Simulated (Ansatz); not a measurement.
**Ideal shear of a crystal plane in Si₂Mo**

The calculation used DFT PBEsol, scalar-relativistic, plane waves, PAW (Ansatz 0.2.0). Cutoff 420 eV, Γ-centred 10×10×3 k-points, Gaussian smearing of 0.15 eV. No spin polarisation. Energies are free energies at this smearing, counted from the undisturbed cell; pressure is positive in compression.

The undisturbed cell (relaxed at this level; this form isn't the usual structure):

```
Si Mo
1.0
    -4.57444    0.00000    0.00000
    -2.28722   -3.96158    0.00000
     0.00000    0.00000   13.13311
Si Mo
12 6
Direct
  0.67166 0.16417 0.25002
  0.67166 0.16417 0.75002
  0.83583 0.83583 0.91668
  0.83583 0.83583 0.41668
  0.83583 0.32834 0.08335
  0.83583 0.32834 0.58335
  0.32834 0.83583 0.25002
  0.32834 0.83583 0.75002
  0.16417 0.16417 0.91668
  0.16417 0.16417 0.41668
  0.16417 0.67166 0.08335
  0.16417 0.67166 0.58335
  0.50000 0.00000 0.08335
  0.50000 0.00000 0.58335
  0.50000 0.50000 0.91668
  0.50000 0.50000 0.41668
  0.00000 0.50000 0.25002
  0.00000 0.50000 0.75002
```

The cut lies on the cell's a–b face, a (0 0 1) plane (indices in the standard cell, whose axes needn't be the Cartesian ones shown) of area 18.12 Å², between layers 2.19 Å apart. Vector c is tilted by f times 1·a + 0·b (length 4.574 Å) with the atoms' Cartesian places fixed: one unrelaxed fault a cell. The traction is dγ/du, the slope of γ against the slip u in Å. Some rows repeat others by symmetry and weren't run.

```csv
f,γ (mJ/m²),traction (GPa)
0.0000,0,0.0
0.1000,797,33.0
0.2000,2471,28.1
0.3000,2472,-26.6
0.4000,908,-31.1
0.5000,155,0.0
0.6000,908,31.1
0.8000,2471,-28.1
```

**Question.** Read off the first barrier and the stress needed to climb it, and compare with Frenkel's sinusoid.

**Answer.** The traction changes sign between f = 0.200 and 0.300, so by linear interpolation the first maximum lies at f = 0.251, a slip of 1.15 Å, with γ ≈ 2784 mJ/m², which stands in for the unstable fault energy γ_us, and the steepest sampled slope before it is 33.0 GPa. A sinusoid γ = γ_us sin²(πu/λ) with its maximum there has λ = 2.30 Å and a largest slope πγ_us/λ = 38.0 GPa (1 mJ/m² per Å = 0.01 GPa). The stand-in is too high: the stress and forces give a traction of 12.7 GPa across the line at this point, so it is no saddle, and slip that bends off the line crosses lower.

**Question.** Is there a metastable fault on this line?

**Answer.** The samples dip to a local minimum of 155 mJ/m² at f = 0.500. If it survives relaxation and slip across the line, it is a planar fault that lets a dislocation split into partials, more widely the lower its energy (an antiphase boundary, where the slip puts unlike atoms in each other's places).

The cut is rigid; relaxing the faces lowers these energies and usually the stresses.

The gap closes along the scan, which can put kinks into the curve.

Cost: 6 runs of about 26 core-minutes in all, on Arm Neoverse V1 (shared hosts).